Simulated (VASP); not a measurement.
# InAs (F-43m) in VASP: notebook, part 3 of 3

VASP 6.6.1. Earlier steps stand in the parts before.

### 4 Single point, PBEsol

Input file INCAR:

```
SYSTEM = InAs
ALGO = Normal
EDIFF = 1E-6
ENCUT = 520
GGA = PS
ISIF = 2
ISMEAR = 0
LASPH = .TRUE.
LCHARG = .FALSE.
LREAL = .FALSE.
LWAVE = .FALSE.
NBANDS = 16
NELM = 80
PREC = Accurate
SIGMA = 0.15
```

Input file KPOINTS:

```
k-points
0
G
  14 14 14
  0 0 0
```

Input file POSCAR:

```
InAs
1.0
    0.0000000000      3.0439335352      3.0439335352
    3.0439335352      0.0000000000      3.0439335352
    3.0439335352      3.0439335352      0.0000000000
In As
1 1
Direct
    0.0000000000      0.0000000000      0.0000000000
    0.7500000000      0.7500000000      0.7500000000
```

Command:

```
$ cat potpaw_PBE.64/In_d/POTCAR potpaw_PBE.64/As/POTCAR > POTCAR
$ mpirun -np 1 vasp_std > vasp.out
```

Wall time 77 s (1 thread of Intel Xeon 8259CL, shared host); peak memory 0.24 GiB.

It converged, with:

| Property | Result |
| --- | --- |
| Free energy | -8.4910 eV |
| Pressure | 0.1 GPa |
| Band gap on the k mesh | zero (filled and empty bands touch) |

Levels at points of the mesh, in eV from the Fermi level:
```tsv
k point	band 7	band 8	band 9	band 10	band 11	band 12
(0.00, 0.00, 0.00)	-0.52	-0.14	-0.14	-0.14	3.71	3.71
(0.50, 0.00, 0.00)	-5.85	-1.11	-1.11	0.69	4.47	4.47
(0.50, 0.50, 0.00)	-5.94	-2.42	-2.42	1.33	1.84	8.81
```

Caveat: semilocal functionals underestimate gaps, so a narrow gap can read as zero; the PAW data sets were made with another functional, which shifts forces and pressure a little; spin-orbit coupling is left out, which moves the levels of the heavy elements.

### 5 Relaxation of cell and atoms, PBEsol

This run uses another cell than the first one, of 27.65 Å³/atom.

Input file INCAR:

```
PREC     = Accurate       # precision mode
ENCUT    = 600            # plane-wave cutoff, eV
EDIFF    = 1E-7           # SCF threshold, eV
ISMEAR   = 0              # smearing method
SIGMA    = 0.1            # smearing width, eV
LREAL    = F              # projectors in reciprocal space
LASPH    = T              # aspherical terms in the spheres
NELM     = 100            # most SCF steps
ALGO     = Normal         # electronic algorithm
ISIF     = 3              # what is computed and relaxed
LWAVE    = F              # write WAVECAR
LCHARG   = F              # write CHGCAR
GGA      = PS             # functional
IBRION   = 2              # ionic algorithm
NSW      = 100            # ionic steps
EDIFFG   = -0.005         # ionic threshold
```

Input file KPOINTS:

```
regular mesh
0
Gamma
  12 12 12
```

Input file POSCAR:

```
InAs
1.0
    0.0000000000      3.0240000000      3.0240000000
    3.0240000000      0.0000000000      3.0240000000
    3.0240000000      3.0240000000      0.0000000000
In As
1 1
Direct
    0.0000000000      0.0000000000      0.0000000000
    0.7500000000      0.7500000000      0.7500000000
```

Potentials or basis: VASP PAW PBE potentials, release 64 (In_d, As).

Command:

```
$ cat potpaw_PBE.64/In_d/POTCAR potpaw_PBE.64/As/POTCAR > POTCAR
$ mpirun -np 1 vasp_std > vasp.out
```

OUTCAR:

```text
PREC = Accurate
   ENCUT = 600
   EDIFF = 1E-7
   ISMEAR = 0
   LREAL = F
   LASPH = T
   NELM = 100
   ISIF = 3
   GGA = PS
   IBRION = 2
   NSW = 100
   EDIFFG = -0.005

 ion  position               nearest neighbor table
   1  0.000  0.000  0.000-   2 2.62   2 2.62   2 2.62   2 2.62
   2  0.750  0.750  0.750-   1 2.62   1 2.62   1 2.62   1 2.62

  LATTYP: Found a face centered cubic cell.
 ALAT       =     6.0480000000

  Lattice vectors:

 A1 = (   0.0000000000,   3.0240000000,   3.0240000000)
 A2 = (   3.0240000000,   0.0000000000,   3.0240000000)
 A3 = (   3.0240000000,   3.0240000000,   0.0000000000)

Analysis of symmetry for initial positions (statically):
=====================================================================
 Subroutine PRICEL returns:
 Original cell was already a primitive cell.

 Routine SETGRP: Setting up the symmetry group for a
 face centered cubic supercell.

 Subroutine GETGRP returns: Found 24 space group operations
 (whereof 24 operations were pure point group operations)
 out of a pool of 48 trial point group operations.

The static configuration has the point symmetry T_d .

Analysis of symmetry for dynamics (positions and initial velocities):
=====================================================================
 Subroutine PRICEL returns:
 Original cell was already a primitive cell.

[... 151 lines left out ...]
 Free energy of the ion-electron system (eV)
  ---------------------------------------------------
  ext. energy  EPLUGINS =         0.00000000
  ---------------------------------------------------
  free energy    TOTEN  =        -8.48642489 eV

  energy without entropy =       -8.48627411  energy(sigma->0) =       -8.48634950

 E-fermi :   4.4263     XC(G=0):  -9.2821

 val. band max:        4.3675415531   @ k =   0.0000   0.0000   0.0000
 cond. band min:       5.1380445817   @ k =   0.0833   0.0000   0.0000
 fundamental gap:      0.7705030286
 Fermi energy:         4.4263162701

 k-point     1 :       0.0000    0.0000    0.0000
  band No.  band energies     occupation
      1      -9.9637      2.00000
      2      -9.9637      2.00000
      3      -9.9637      2.00000
      4      -9.8358      2.00000
      5      -9.8358      2.00000
      6      -7.5197      2.00000
      7       4.0824      2.00000
      8       4.3675      1.59414
      9       4.3675      1.59414
     10       4.3675      1.59414
     11       8.2236      0.00000
     12       8.2236      0.00000
     13       8.2236      0.00000
[... 439 lines left out ...]
--------------------------------------- Ionic step        3  -------------------------------------------

 number of electron      18.0000003 magnetization

 Free energy of the ion-electron system (eV)
  ---------------------------------------------------
  ext. energy  EPLUGINS =         0.00000000
  ---------------------------------------------------
  free energy    TOTEN  =        -8.49092292 eV

  energy without entropy =       -8.49076981  energy(sigma->0) =       -8.49084637

 E-fermi :   4.2169     XC(G=0):  -9.1901

 val. band max:        4.1563164118   @ k =   0.0000   0.0000   0.0000
 cond. band min:       4.8660926580   @ k =   0.0833   0.0000   0.0000
 fundamental gap:      0.7097762462
 Fermi energy:         4.2168932582

 k-point     1 :       0.0000    0.0000    0.0000
  band No.  band energies     occupation
      1     -10.1322      2.00000
      2     -10.1322      2.00000
      3     -10.1322      2.00000
      4     -10.0130      2.00000
      5     -10.0130      2.00000
      6      -7.5956      2.00000
      7       3.7647      2.00000
      8       4.1563      1.60838
      9       4.1563      1.60838
     10       4.1563      1.60838
     11       8.0033      0.00000
     12       8.0033      0.00000
     13       8.0033      0.00000
[... 397 lines left out ...]
  FREE ENERGIE OF THE ION-ELECTRON SYSTEM (eV)
  ---------------------------------------------------
  free  energy   TOTEN  =        -8.4909229222 eV

  energy  without entropy=       -8.4907698085  energy(sigma->0) =       -8.49084637

 reached required accuracy - stopping structural energy minimisation
```

CONTCAR:

```text
InAs
   1.00000000000000
    -0.0000000000000000    3.0453816740626216    3.0453816740626216
     3.0453816740626216    0.0000000000000000    3.0453816740626216
     3.0453816740626216    3.0453816740626216    0.0000000000000000
  In              As
     1     1
Direct
     0.0000000000000000    0.0000000000000000    0.0000000000000000
     0.7500000000000000    0.7500000000000000    0.7500000000000000

  0.00000000E+00  0.00000000E+00  0.00000000E+00
  0.00000000E+00  0.00000000E+00  0.00000000E+00
```

It took 2.9 min on 1 thread of Intel Xeon 8259CL, shared host; peak memory 0.26 GiB.

Results:

| Property | Result |
| --- | --- |
| Free energy | -8.4909 eV |
| Relaxed volume | 28.24 Å³/atom |
| Relaxed cell | a = 4.307 Å, b = 4.307 Å, c = 4.307 Å, α = 60.00°, β = 60.00°, γ = 60.00° |
| Space group after relaxing (to 0.1 Å) | F-43m (No. 216) |
| Energy gained by relaxing | 2.2 meV/atom |
| Ionic steps | 3 |
| Pressure after relaxing | 0.0 GPa |
| Band gap on the k mesh | zero (filled and empty bands touch) |

Step by step:
```csv
step,energy change (eV),largest force (eV/Å),pressure (GPa),volume (Å³)
1,0.0000,0.0000,1.25,55.31
2,-0.0036,0.0000,-0.55,57.05
3,-0.0045,0.0000,0.01,56.49
```

Final structure:
```
In As
1.0
     0.00000    3.04538    3.04538
     3.04538    0.00000    3.04538
     3.04538    3.04538    0.00000
In As
1 1
Direct
  0.00000 0.00000 0.00000
  0.75000 0.75000 0.75000
```

Caveat: semilocal functionals underestimate gaps, so a narrow gap can read as zero; the PAW data sets were made with another functional, which shifts forces and pressure a little; spin-orbit coupling is left out, which moves the levels of the heavy elements. Zero-point motion and thermal expansion aren't in these numbers.

### 6 The runs side by side

```tsv
task	cell	k mesh	cutoff (eV)	smearing	gap on the mesh (eV)	pressure (GPa)
single point	a = 4.305 Å, angles 60.0°, 2 atoms	12 × 12 × 12	520	gaussian 0.1 eV	none	0.1
single point	a = 4.305 Å, angles 60.0°, 2 atoms	12 × 12 × 12	520	gaussian 0.15 eV	none	0.1
single point	a = 4.305 Å, angles 60.0°, 2 atoms	14 × 14 × 14	520	gaussian 0.15 eV	none	0.1
relaxation of cell and atoms	relaxed from a = 4.277 Å, angles 60.0°, 2 atoms	12 × 12 × 12	600	gaussian 0.1 eV	none	0.0
```

Alike in all rows: level PBEsol; potentials or basis VASP PAW PBE potentials, release 64 (In_d, As); no spin polarisation.

Caveats: semilocal functionals underestimate gaps, so a narrow gap can read as zero; the PAW data sets were made with another functional, which shifts forces and pressure a little; spin-orbit coupling is left out, which moves the levels of the heavy elements.

Total energies depend on the potentials used, so only differences within one code and one set of settings carry meaning.

### 7 Against experiment

Step 2. Measured gap of InAs: 0.418 eV (direct; 4.2 K; a printed reference work, data compilation). This calculation gives 0.00 eV (-0.42 eV). Spin-orbit coupling on As, In is left out. The value is that of PBEsol on a finite k mesh, which can miss the band edges, without temperature or zero-point motion. Semilocal functionals fall short of measured gaps as a rule.

Step 3. Measured gap of InAs: 0.418 eV (direct; 4.2 K; a printed reference work, data compilation). This calculation gives 0.00 eV (-0.42 eV). Spin-orbit coupling on As, In is left out. The value is that of PBEsol on a finite k mesh, which can miss the band edges, without temperature or zero-point motion. Semilocal functionals fall short of measured gaps as a rule.

Step 4. A measured gap of InAs is 0.418 eV (direct; 4.2 K; a printed reference work, data compilation); the calculated 0.00 eV misses it by -0.42 eV. Spin-orbit coupling on As, In is left out. The value is that of PBEsol on a finite k mesh, which can miss the band edges, without temperature or zero-point motion. Semilocal functionals fall short of measured gaps as a rule.
